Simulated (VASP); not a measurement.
# InSe (d4) (R3m) in VASP: single point with PBEsol+D4

Aim: the single point of InSe (d4) with PBEsol+D4.

Program: VASP 6.6.1. These are calculated values, not measurements. Logs are shortened: lines on timing, memory, paths and dates and some standing lists are left out, and cuts for length are marked.

**The experiment to reproduce.**

“The Interaction of Hydrogen with the van der Waals Crystal γ-InSe”, 2020, pmc:7321205 reports, for a bulk crystal of InSe at 300 K: band gap 1.25 eV.

The results are compared with them further down.

**1. Starting point**

The structure is trigonal, space group R3m (No. 160). The conventional cell has a = 4.000 Å, b = 4.000 Å, c = 25.320 Å, α = 90.00°, β = 90.00°, γ = 120.00°. In (site symmetry 3m) has 3 Se at 2.64 Å and 1 In at 2.82 Å as nearest neighbours. In (site symmetry 3m) is surrounded by 3 Se at 2.63 Å and 1 In at 2.82 Å. Around Se (site symmetry 3m) lie 3 In at 2.64 Å. Se (site symmetry 3m) is surrounded by 3 In at 2.63 Å.

**2. Single point, PBEsol+D4**

INCAR

```
SYSTEM = InSe
ALGO = Normal ; EDIFF = 1E-6
ENCUT = 520 ; GGA = PS
ISIF = 2 ; ISMEAR = 0
IVDW = 13 ; LASPH = .True.
LCHARG = .False. ; LREAL = .False.
LWAVE = .False. ; NBANDS = 27
NELM = 100 ; PREC = Accurate
SIGMA = 0.1
```

KPOINTS

```
k-points
0
Gamma
  6 6 6
  0 0 0
```

POSCAR

```
InSe
1.0
    2.0000000000      1.1547005384      8.4400000000
   -2.0000000000      1.1547005384      8.4400000000
    0.0000000000     -2.3094010768      8.4400000000
In Se
2 2
Direct
    0.0000000000      0.0000000000      0.0000000000
    0.1114000000      0.1114000000      0.1114000000
    0.6165000000      0.6165000000      0.6165000000
    0.8281000000      0.8281000000      0.8281000000
```

Potentials or basis: VASP PAW PBE potentials, release 64 (In_d, Se).

Launch:

```console
$ cat potpaw_PBE.64/In_d/POTCAR potpaw_PBE.64/Se/POTCAR > POTCAR
$ mpirun -np 1 vasp_std > vasp.out
```

OUTCAR:

```text
SYSTEM = InSe
   EDIFF = 1E-6
   ENCUT = 520
   GGA = PS
   ISIF = 2
   ISMEAR = 0
   IVDW = 13
   LASPH = .True.
   LREAL = .False.
   NELM = 100
   PREC = Accurate

 ion  position               nearest neighbor table
   1  0.000  0.000  0.000-   3 2.64   3 2.64   3 2.64   2 2.82
   2  0.111  0.111  0.111-   4 2.63   4 2.63   4 2.63   1 2.82
   3  0.617  0.617  0.617-   1 2.64   1 2.64   1 2.64
   4  0.828  0.828  0.828-   2 2.63   2 2.63   2 2.63

  LATTYP: Found a trigonal (rhomboedric) cell.
 ALAT       =     8.7502533297
 COS(alpha) =     0.8955162542

  Lattice vectors:

 A1 = (   2.0000000000,   1.1547005384,   8.4400000000)
 A2 = (  -2.0000000000,   1.1547005384,   8.4400000000)
 A3 = (   0.0000000000,  -2.3094010768,   8.4400000000)

Analysis of symmetry for initial positions (statically):
=====================================================================
 Subroutine PRICEL returns:
 Original cell was already a primitive cell.

 Routine SETGRP: Setting up the symmetry group for a
 trigonal (rhombohedral) supercell.

 Subroutine GETGRP returns: Found  6 space group operations
 (whereof  6 operations were pure point group operations)
 out of a pool of 12 trial point group operations.

The static configuration has the point symmetry C_3v.

Analysis of symmetry for dynamics (positions and initial velocities):
=====================================================================
 Subroutine PRICEL returns:
 Original cell was already a primitive cell.

 Routine SETGRP: Setting up the symmetry group for a
 trigonal (rhombohedral) supercell.

 Subroutine GETGRP returns: Found  6 space group operations
 (whereof  6 operations were pure point group operations)
 out of a pool of 12 trial point group operations.

The dynamic configuration has the point symmetry C_3v.

 Subroutine INISYM returns: Found  6 space group operations
 (whereof  6 operations are pure point group operations),
 and found     1 'primitive' translations

----------------------------------------------------------------------------------------

                                     Primitive cell

  volume of cell :     116.9481

  direct lattice vectors                    reciprocal lattice vectors
     2.000000000  1.154700538  8.440000000     0.250000000  0.144337567  0.039494471
    -2.000000000  1.154700538  8.440000000    -0.250000000  0.144337567  0.039494471
     0.000000000 -2.309401077  8.440000000     0.000000000 -0.288675135  0.039494471

  length of vectors
     8.750253330  8.750253330  8.750253330     0.291364285  0.291364285  0.291364285

  position of ions in fractional coordinates (direct lattice)
     0.000000000  0.000000000  0.000000000
     0.111400000  0.111400000  0.111400000
     0.616500000  0.616500000  0.616500000
     0.828100000  0.828100000  0.828100000

  ion indices of the primitive-cell ions
   primitive index   ion index
                 1           1
                 2           2
                 3           3
                 4           4

----------------------------------------------------------------------------------------

 KPOINTS: k-points

Automatic generation of k-mesh.
 Grid dimensions read from file:
 generate k-points for:    6    6    6

 Generating k-lattice:

  Cartesian coordinates                     Fractional coordinates (reciprocal lattice)
     0.041666667  0.024056261  0.006582412     0.166666667  0.000000000  0.000000000
    -0.041666667  0.024056261  0.006582412     0.000000000  0.166666667  0.000000000
     0.000000000 -0.048112522  0.006582412     0.000000000  0.000000000  0.166666667

  Length of vectors
     0.048560714  0.048560714  0.048560714

  Shift w.r.t. Gamma in fractional coordinates (k-lattice)
     0.000000000  0.000000000  0.000000000

 Subroutine IBZKPT returns following result:
 ===========================================

 Found     32 irreducible k-points:

 Following reciprocal coordinates:
            Coordinates               Weight
  0.000000  0.000000  0.000000      1.000000
  0.166667 -0.000000  0.000000      6.000000
  0.333333 -0.000000  0.000000      6.000000
  0.500000 -0.000000  0.000000      3.000000
  0.166667  0.166667  0.000000      6.000000
  0.333333  0.166667  0.000000     12.000000
[... 16 lines left out ...]
  0.500000  0.500000  0.166667      6.000000
 -0.333333  0.500000  0.166667     12.000000
 [... further k-points ...]
   k-points           NKPTS =     32   k-points in BZ     NKDIM =     32   number of bands    NBANDS=     27
   number of dos      NEDOS =    301   number of ions     NIONS =      4
   total plane-waves  NPLWV = 343000
   dimension x,y,z NGX =    70 NGY =   70 NGZ =   70
   dimension x,y,z NGXF=   140 NGYF=  140 NGZF=  140
   ions per type =               2   2
   NGX,Y,Z   is equivalent  to a cutoff of  13.30, 13.30, 13.30 a.u.
   NGXF,Y,Z  is equivalent  to a cutoff of  26.60, 26.60, 26.60 a.u.
 SYSTEM =  InSe
   PREC   = accura    normal or accurate (medium, high low for compatibility)
   ISTART =      0    job   : 0-new  1-cont  2-samecut
   ICHARG =      2    charge: 1-file 2-atom 10-const
   ISPIN  =      1    spin polarized calculation?
   LNONCOLLINEAR =      F non collinear calculations
   LSORBIT =      F    spin-orbit coupling
   LASPH  =      T    aspherical Exc in radial PAW
   ENCUT  =  520.0 eV  38.22 Ry    6.18 a.u.  16.27 16.27 16.27*2*pi/ulx,y,z
   NELM   =    100;   NELMIN=  2; NELMDL= -5     # of ELM steps
   EDIFF  = 0.1E-05   stopping-criterion for ELM
   LREAL  =      F    real-space projection
   EDIFFG = 0.1E-04   stopping-criterion for IOM
   NSW    =      0    number of steps for IOM
   IBRION =     -1    ionic relax: 0-MD 1-quasi-New 2-CG
   NFREE  =      0    steps in history (QN), initial steepest desc. (CG)
   ISIF   =      2    stress and relaxation
   ISYM   =      2    0-nonsym 1-usesym 2-fastsym
   POTIM  = 0.5000    time-step for ionic-motion
   TEBEG  =    0.0;   TEEND  =   0.0 temperature during run
   PSTRESS=    0.0 pullay stress
   NELECT =      38.0000    total number of electrons
   NUPDOWN=      -1.0000    fix difference up-down
   EMIN   =  10.00;   EMAX   =-10.00  energy-range for DOS
   EFERMI =   0.00;   METHOD = LEGACY
   ISMEAR =     0;   SIGMA  =   0.10  broadening in eV -4-tet -1-fermi 0-gaus
   EFERMI_NEDOS =   21; number of points for ismear=-14 and -15
   IALGO  =     38    algorithm
   IMIX   =      4    mixing-type and parameters
     AMIX     =   0.40;   BMIX     =  1.00
     AMIX_MAG =   1.60;   BMIX_MAG =  1.00
  volume/ion in A,a.u.               =      29.24       197.30
  Fermi-wavevector in a.u.,A,eV,Ry     =   1.125481  2.126852 17.234615  1.266709
  Thomas-Fermi vector in A             =   2.262159
   LORBIT       =      0    0 simple, 1 ext, 2 COOP (PROOUT), +10 PAW based schemes
   GGA     = PS    functional components
   LHFCALC =     F    Hartree Fock is set to
   AEXX    =    0.0000 exact exchange contribution
   IVDW    =    13    specifies the selected vdW correction
   LEPSILON=     F    determine dielectric tensor
   LRPA    =     F    only Hartree local field effects (RPA)
 non-spin polarized calculation
 Gauss-broadening in eV      SIGMA  =   0.10
  energy-cutoff  :      520.00
  volume of cell :      116.95
 maximum number of plane-waves:      3181
 NGX is ok and might be reduce to    70
   NGX = 33   NGY = 33   NGZ = 33

 number of electron      37.9999998 magnetization

 Free energy of the ion-electron system (eV)
  ---------------------------------------------------
  ext. energy  EPLUGINS =         0.00000000
  ---------------------------------------------------
  free energy    TOTEN  =       -15.58544316 eV

  energy without entropy =      -15.58540858  energy(sigma->0) =      -15.58542587

 E-fermi :   4.1406     XC(G=0):  -9.0978

 val. band max:        3.9758249359   @ k =   0.5000   0.5000   0.5000
 cond. band min:       4.3053847998   @ k =   0.5000   0.5000   0.5000
 fundamental gap:      0.3295598639
 Fermi energy:         4.1406049342

 k-point     1 :       0.0000    0.0000    0.0000
  band No.  band energies     occupation
      1     -10.7430      2.00000
      2     -10.5696      2.00000
      3     -10.5696      2.00000
      4     -10.4962      2.00000
      5     -10.4962      2.00000
      6     -10.4724      2.00000
[... 19 lines left out ...]
     26       9.3984      0.00000
     27      11.3875      0.00000

 k-point     2 :       0.1667   -0.0000    0.0000
  band No.  band energies     occupation
      1     -10.7634      2.00000
      2     -10.6536      2.00000
      3     -10.6126      2.00000
      4     -10.5639      2.00000
      5     -10.4798      2.00000
      6     -10.4767      2.00000
[... 19 lines left out ...]
     26       9.9671      0.00000
     27      10.6866      0.00000

 k-point     3 :       0.3333   -0.0000    0.0000
  band No.  band energies     occupation
      1     -10.8719      2.00000
      2     -10.7654      2.00000
      3     -10.6759      2.00000
      4     -10.5606      2.00000
      5     -10.4945      2.00000
      6     -10.4382      2.00000
[... 19 lines left out ...]
     26      10.5248      0.00000
     27      11.1308      0.00000

 k-point     4 :       0.5000   -0.0000    0.0000
  band No.  band energies     occupation
      1     -10.9246      2.00000
      2     -10.8245      2.00000
      3     -10.6712      2.00000
      4     -10.5614      2.00000
      5     -10.5015      2.00000
      6     -10.4195      2.00000
[... 19 lines left out ...]
     26      10.3252      0.00000
     27      10.8662      0.00000

 k-point     5 :       0.1667    0.1667    0.0000
  band No.  band energies     occupation
      1     -10.7628      2.00000
      2     -10.6531      2.00000
      3     -10.6138      2.00000
      4     -10.5640      2.00000
      5     -10.4798      2.00000
      6     -10.4766      2.00000
[... 19 lines left out ...]
     26       9.9231      0.00000
     27      10.7562      0.00000

 k-point     6 :       0.3333    0.1667    0.0000
  band No.  band energies     occupation
      1     -10.8365      2.00000
      2     -10.7320      2.00000
      3     -10.6766      2.00000
      4     -10.5656      2.00000
      5     -10.4848      2.00000
      6     -10.4531      2.00000
[... 444 lines left out ...]
      1     -10.9067      2.00000
      2     -10.8230      2.00000
      3     -10.6708      2.00000
      4     -10.5733      2.00000
      5     -10.4879      2.00000
      6     -10.4315      2.00000
[... 19 lines left out ...]
     26      10.6810      0.00000
     27      11.5134      0.00000

 k-point    22 :      -0.1667    0.3333    0.1667
  band No.  band energies     occupation
      1     -10.9104      2.00000
      2     -10.8187      2.00000
      3     -10.6713      2.00000
      4     -10.5733      2.00000
      5     -10.4878      2.00000
      6     -10.4316      2.00000
[... 19 lines left out ...]
     26      11.0081      0.00000
     27      11.5959      0.00000

 k-point    23 :       0.5000    0.5000    0.1667
  band No.  band energies     occupation
      1     -10.8614      2.00000
      2     -10.7781      2.00000
      3     -10.6739      2.00000
      4     -10.5611      2.00000
      5     -10.4944      2.00000
      6     -10.4379      2.00000
[... 19 lines left out ...]
     26      10.9044      0.00000
     27      11.2149      0.00000

 k-point    24 :      -0.3333    0.5000    0.1667
  band No.  band energies     occupation
      1     -10.9045      2.00000
      2     -10.8255      2.00000
      3     -10.6705      2.00000
      4     -10.5735      2.00000
      5     -10.4878      2.00000
      6     -10.4315      2.00000
[... 19 lines left out ...]
     26      11.0507      0.00000
     27      11.4483      0.00000

 [... further k-points ...]

------------------------ aborting loop because EDIFF is reached ----------------------------------------

  DFT-D4 for vdW energy calculation

  Edisp (eV):   -0.75777

  FORCE on cell =-STRESS in cart. coord.  units (eV):
  Direction    XX          YY          ZZ          XY          YZ          ZX
  --------------------------------------------------------------------------------------
  -------------------------------------------------------------------------------------
  Total      -0.29041    -0.29041    -1.07856     0.00000    -0.00000     0.00000
  in kB      -3.97856    -3.97856   -14.77614     0.00000    -0.00000     0.00000
  external pressure =       -7.58 kB  Pullay stress =        0.00 kB

 VOLUME and BASIS-vectors are now :
 -----------------------------------------------------------------------------
  energy-cutoff  :      520.00
  volume of cell :      116.95
      direct lattice vectors                 reciprocal lattice vectors
     2.000000000  1.154700538  8.440000000     0.250000000  0.144337567  0.039494471
    -2.000000000  1.154700538  8.440000000    -0.250000000  0.144337567  0.039494471
     0.000000000 -2.309401077  8.440000000     0.000000000 -0.288675135  0.039494471

 POSITION                                       TOTAL-FORCE (eV/Angst)
 -----------------------------------------------------------------------------------
      0.00000      0.00000      0.00000         0.000000      0.000000      0.293045
      0.00000      0.00000      2.82065         0.000000     -0.000000     -0.312425
      0.00000      0.00000     15.60978         0.000000     -0.000000     -0.089489
      0.00000      0.00000     20.96749         0.000000      0.000000      0.108869
 -----------------------------------------------------------------------------------
    total drift:                               -0.000000     -0.000000     -0.000278

  FREE ENERGIE OF THE ION-ELECTRON SYSTEM (eV)
  ---------------------------------------------------
  free  energy   TOTEN  =       -16.3432170504 eV

  energy  without entropy=      -16.3431824732  energy(sigma->0) =      -16.34319976
```

Wall time 8.3 min (1 thread of Intel Xeon Platinum 8259CL at 2.50GHz (Skylake/Cascade Lake), shared host); peak memory 0.67 GiB.

Results:

* Free energy: -16.3432 eV
* Pressure: -0.8 GPa
* Largest force: 0.312 eV/Å
* Band gap on the k mesh: 0.33 eV, direct
* Dispersion energy per atom: -0.189 eV

Forces on the atoms (eV/Å):
```
In   0.000  0.000  0.293
In   0.000  0.000 -0.312
Se   0.000  0.000 -0.089
Se   0.000  0.000  0.109
```

Levels at points of the mesh, in eV from the valence-band top:
| k point | band 16 | band 17 | band 18 | band 19 | band 20 | band 21 | band 22 | band 23 |
| --- | --- | --- | --- | --- | --- | --- | --- | --- |
| (0.00, 0.00, 0.00) | -1.31 | -1.31 | -1.22 | -1.22 | 1.62 | 1.99 | 4.35 | 4.35 |
| (0.50, 0.00, 0.00) | -2.41 | -2.36 | -2.25 | -1.69 | 1.13 | 1.90 | 3.55 | 3.90 |
| (0.50, 0.50, 0.00) | -2.68 | -2.52 | -2.07 | -1.52 | 1.11 | 1.91 | 3.20 | 3.52 |
| (0.50, 0.50, 0.50) | -1.38 | -1.14 | -1.14 | 0.00 | 0.33 | 2.05 | 4.27 | 4.27 |

Caveat: the PAW data sets were made with another functional, which shifts forces and pressure a little; spin-orbit coupling is left out, which moves the levels of the heavy elements.

**3. How close it comes**

Step 2. Measured gap of InSe: 1.25 eV (300 K; “The Interaction of Hydrogen with the van der Waals Crystal γ-InSe”, 2020, pmc:7321205). This calculation gives 0.33 eV (-0.92 eV). Spin-orbit coupling on In, Se is left out. The value is that of PBEsol+D4 on a finite k mesh, which can miss the band edges, without temperature or zero-point motion. Semilocal functionals fall short of measured gaps as a rule.
